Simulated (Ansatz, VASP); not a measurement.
Be: VASP beside Ansatz

```xyz
1
Lattice="2.0695 0.0000 0.0000 -0.6898 1.9511 0.0000 -0.6898 -0.9756 1.6897" Properties=species:S:1:pos:R:3 pbc="T T T"
Be    0.0000    0.0000    0.0000
```

Alike in both runs: functional BLYP; dispersion D3(BJ); k mesh 16 × 16 × 16; no spin polarisation.

Ansatz relaxed the structure, and its values are those at the end. VASP's run is a single point on that final structure, the one shown.

|  | VASP | Ansatz |
| --- | --- | --- |
| version | VASP 6.6.1 | Ansatz 0.2.0 |
| potentials or method | VASP PAW PBE potentials, release 64 (Be) | plane waves, PAW |
| plane-wave cutoff (eV) | 520 | 420 |
| occupations | methfessel-paxton of order 1, width 0.1 eV | cold, width 0.1 eV |
| valence electrons in the cell | 2 | 2 |

Ansatz gave:

- pressure (GPa): 0.0
- dispersion energy (meV/atom): -855.0

**Question.** Which values does VASP return?

**Answer.** Pressure (GPa): 0.1; dispersion energy (meV/atom): -855.0.

Caveats: the PAW data sets were made with another functional, which shifts forces and pressure a little (VASP); pairwise dispersion overbinds metals, which lowers pressure and volume.
